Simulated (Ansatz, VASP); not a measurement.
## Ta: VASP beside Ansatz

```
CELL_PARAMETERS angstrom
-1.65128 1.65128 1.65128
1.65128 -1.65128 1.65128
1.65128 1.65128 -1.65128
ATOMIC_POSITIONS crystal
Ta 0.00000 0.00000 0.00000
```

Alike in both runs: task single point; functional PBE; k mesh 15 × 15 × 15; occupations fermi-dirac, width 0.05 eV; no spin polarisation.

|  | VASP | Ansatz |
| --- | --- | --- |
| version | VASP 6.6.1 | Ansatz 0.2.0 |
| potentials or method | VASP PAW PBE potentials, release 64 (Ta_pv), cutoff 520 eV | all-electron LAPW, scalar-relativistic |

|  | VASP | Ansatz | Ansatz less VASP |
| --- | --- | --- | --- |
| pressure (GPa) | 3.0 | 2.8 | -0.17 |

Ansatz ran all-electron here, so the differences hold the error of VASP's frozen core and of both bases.

Spin-orbit coupling is left out, which matters for the levels of Ta.
